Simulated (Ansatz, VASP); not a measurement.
BN: VASP beside Ansatz

```xyz
4
Lattice="2.5418 0.0000 0.0000 -1.2709 2.2013 0.0000 0.0000 0.0000 4.2038" Properties=species:S:1:pos:R:3 pbc="T T T"
B     1.2709    0.7338    0.0010
B     0.0000    1.4675    2.1029
N     1.2709    0.7338    1.5754
N     0.0000    1.4675    3.6773
```

Alike in both runs: functional PBE; dispersion D4; k mesh 18 × 18 × 8; occupations gaussian, width 0.02 eV; no spin polarisation.

Ansatz relaxed the structure, and its values are those at the end. VASP's run is a single point on that final structure, the one shown.

|  | VASP | Ansatz |
| --- | --- | --- |
| version | VASP 6.6.1 | Ansatz 0.2.0 |
| potentials or method | VASP PAW PBE potentials, release 64 (B, N) | scalar-relativistic, plane waves, PAW |
| plane-wave cutoff (eV) | 520 | 420 |
| valence electrons in the cell | 16 | 16 |

|  | VASP | Ansatz | Ansatz less VASP |
| --- | --- | --- | --- |
| gap on the k mesh at the Fermi level (eV) | 5.18 | 5.20 | +0.018 |
| least direct gap on the mesh (eV) | 8.30 | 8.31 | +0.007 |
| pressure (GPa) | 0.3 | 0.0 | -0.28 |

The functional is the same, so the differences come from potentials, cutoffs and numerics.

A k mesh can miss the band edges. Expect the measured gap to be larger: semilocal functionals such as PBE lack the derivative discontinuity.
